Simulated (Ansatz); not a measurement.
# NaF (zincblende): gap against strain (epitaxial in the plane normal to [111])

Zincblende NaF, relaxed with r2SCAN in the PAW code Ansatz, then strained (epitaxial in the plane normal to [111]; changes of length per length, axes as in the cell below) with the atoms relaxed again within the symmetry that is left. The symmetry is F-43m (No. 216, cubic); a = 5.063 Å in the conventional setting, 16.22 Å³ an atom. Na has 4 F at 2.19 Å; F has 4 Na at 2.19 Å. Simulation only: spin-unpolarised, and no claim that this is the phase found in nature.

```yaml
crystal:
  lattice:
    - [0.00000, 2.53126, 2.53126]
    - [2.53126, 0.00000, 2.53126]
    - [2.53126, 2.53126, 0.00000]
  atoms:
    - { symbol: Na, position: [0.00000, 0.00000, 0.00000] }
    - { symbol: F, position: [0.25000, 0.25000, 0.25000] }
```

Gaps are the least over each mesh (HSE06 6×6×6 when unstrained) and the special points, which keep their unstrained names; stress is the change from the unstrained cell, compression positive.

| strain (%) | free normal strain (%) | gap, HSE06 (eV) | edges, HSE06 | in-plane stress, r2SCAN (GPa) | energy rise, r2SCAN (meV/atom) |
| --- | --- | --- | --- | --- | --- |
| -0.87 | +0.92 | 7.681 | Γ | +0.45 | 0.5 |
| 0.0 | 0.00 | 7.664 | Γ | 0.00 | 0.0 |
| +1.22 | -1.17 | 7.585 | Γ | – | – |
| +3.36 | -3.49 | 7.446 | Γ | – | – |
| +4.47 | -4.74 | 7.373 | Γ | – | – |

Between zero and the nearest strains the slope of the HSE06 gap against strain is -0.019 eV per percent for negative and -0.065 for positive strain.

The meshes of the hybrids are coarse, so their gaps aren't converged to the digits shown.
